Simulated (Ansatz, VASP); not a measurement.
## V: VASP beside Ansatz

The input INCAR:

```
SYSTEM = V
ALGO = Normal
EDIFF = 1E-6
ENCUT = 520
GGA = PE
ISIF = 2
ISMEAR = 0
ISPIN = 2
LASPH = .TRUE.
LCHARG = .FALSE.
LMAXMIX = 4
LORBIT = 11
LREAL = .FALSE.
LWAVE = .FALSE.
MAGMOM = 2
NBANDS = 16
NELM = 150
PREC = Accurate
SIGMA = 0.019000000000000003
```

File KPOINTS:

```
k-points
0
G
  12 12 12
  0 0 0
```

File POSCAR:

```
V
1.0
   -1.5143500000      1.5143500000      1.5143500000
    1.5143500000     -1.5143500000      1.5143500000
    1.5143500000      1.5143500000     -1.5143500000
V
1
Direct
    0.0000000000      0.0000000000      0.0000000000
```

Contents of input.yaml:

```yaml
crystal:
  lattice:
    - [-1.51435, 1.51435, 1.51435]
    - [1.51435, -1.51435, 1.51435]
    - [1.51435, 1.51435, -1.51435]
  atoms:
    - { symbol: V, position: [0.0, 0.0, 0.0], spin: 2.0 }
kpoints:
  mp_grid: { grid: [12, 12, 12] }
scf:
  occupations: { method: gaussian, width: 0.019 }
hamiltonian:
  xc: pbe
  pseudopotentials: { kind: all_electron, lapw: { basis_error: 0.001 } }
magnetization:
  spin_polarized: true
output:
  forces: true
  stress: true
  eigenvalues: true
```

Alike in both runs: task single point; functional PBE; k mesh 12 × 12 × 12; occupations gaussian, width 0.019 eV; collinear spin.

```csv
,VASP,Ansatz
version,VASP 6.6.1,Ansatz 0.2.0
potentials or method,"VASP PAW PBE potentials, release 64 (V_sv)","all-electron LAPW, scalar-relativistic"
plane-wave cutoff (eV),520,see its input
```

Ansatz gave:

- gap on the k mesh at the Fermi level (eV): none
- pressure (GPa): -5.3
- net moment per atom (μB): 0.12
- size of the moment on the site where the two differ most (μB): 0.11

Q: Which values does VASP return?

A: gap on the k mesh at the Fermi level (eV): none; pressure (GPa): -5.2; net moment per atom (μB): 0.12; size of the moment on the site where the two differ most (μB): 0.11.

Site moments also hang on the region over which each program counts them. A gap of «none» marks a metal or a gap that the smearing closes. Ansatz ran all-electron here, so the differences hold the error of VASP's frozen core and of both bases.

Caveats: the starting moments weren't kept (Ansatz).
